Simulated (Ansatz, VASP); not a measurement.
**Two plane-wave programs on LiCl**

INCAR

```
PREC     = Accurate       # precision mode
ENCUT    = 520            # plane-wave cutoff, eV
EDIFF    = 1E-6           # SCF threshold, eV
ISMEAR   = 0              # smearing method
SIGMA    = 0.02           # smearing width, eV
LREAL    = F              # projectors in reciprocal space
LASPH    = T              # aspherical terms in the spheres
NELM     = 100            # most SCF steps
ALGO     = Normal         # electronic algorithm
ISIF     = 2              # what is computed and relaxed
LWAVE    = F              # write WAVECAR
LCHARG   = F              # write CHGCAR
GGA      = PE             # functional
NBANDS   = 18             # bands
```

File KPOINTS:

```
Automatic mesh
0
Gamma
  9 9 4
```

The input POSCAR:

```
LiCl
1.0
    4.1392592745      0.0000000000      0.0000000000
   -2.0696296373      3.5847036846      0.0000000000
    0.0000000000      0.0000000000      6.3229594738
Li Cl
2 2
Direct
    0.6666666700      0.3333333300      0.9153427305
    0.3333333300      0.6666666700      0.4153427305
    0.6666666700      0.3333333300      0.4596582695
    0.3333333300      0.6666666700      0.9596582695
```

Input for Ansatz:

```yaml
crystal:
  lattice:
    - [4.1392592745, 0.0, 0.0]
    - [-2.0696296373, 3.5847036846, 0.0]
    - [0.0, 0.0, 6.3229594738]
  atoms:
    - { symbol: Li, position: [0.66666667, 0.33333333, 0.9153427305] }
    - { symbol: Li, position: [0.33333333, 0.66666667, 0.4153427305] }
    - { symbol: Cl, position: [0.66666667, 0.33333333, 0.4596582695] }
    - { symbol: Cl, position: [0.33333333, 0.66666667, 0.9596582695] }
basis:
  ecutwfc: 420
kpoints:
  mp_grid: { grid: [9, 9, 4] }
hamiltonian:
  xc: pbe
scf:
  occupations: { method: gaussian, width: 0.02 }
output:
  forces: true
  stress: true
  eigenvalues: true
```

Alike in both runs: task single point; functional PBE; k mesh 9 × 9 × 4; occupations gaussian, width 0.02 eV; no spin polarisation.

|  | VASP | Ansatz |
| --- | --- | --- |
| version | VASP 6.6.1 | Ansatz 0.2.0 |
| potentials or method | VASP PAW PBE potentials, release 64 (Li_sv, Cl) | scalar-relativistic, plane waves, PAW |
| plane-wave cutoff (eV) | 520 | 420 |
| valence electrons in the cell | 20 | 20 |

|  | VASP | Ansatz | Ansatz less VASP |
| --- | --- | --- | --- |
| gap on the k mesh at the Fermi level (eV) | 5.25 | 5.24 | -0.007 |
| least direct gap on the mesh (eV) | 5.25 | 5.24 | -0.007 |
| rms of the force components (eV/Å) | 0.069 | 0.068 | -0.0005 |

Atom by atom the forces differ by 0.000 eV/Å (rms over components).

Caveats: an odd mesh through Γ misses points on the zone boundary, where band edges often lie.
